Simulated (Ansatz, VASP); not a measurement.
Zn in VASP and in Ansatz

```xyz
2
Lattice="2.6556 0.0000 0.0000 -1.3278 2.2998 0.0000 0.0000 0.0000 4.9625" Properties=species:S:1:pos:R:3 pbc="T T T"
Zn    0.0000    1.5332    1.2406
Zn    1.3278    0.7666    3.7218
```

Alike in both runs: task single point; functional PBE; k mesh 14 × 14 × 7; occupations gaussian, width 0.2 eV; no spin polarisation.

|  | VASP | Ansatz |
| --- | --- | --- |
| version | VASP 6.6.1 | Ansatz 0.2.0 |
| potentials or method | VASP PAW PBE potentials, release 64 (Zn) | plane waves (420 eV) with PAW, scalar-relativistic |
| plane-wave cutoff (eV) | 520 | 420 |
| valence electrons in the cell | 24 | 24 |

```tsv
	VASP	Ansatz	Ansatz less VASP
pressure (GPa)	0.5	0.1	-0.35
largest component of the traceless stress (GPa)	0.74	0.57	-0.165
```
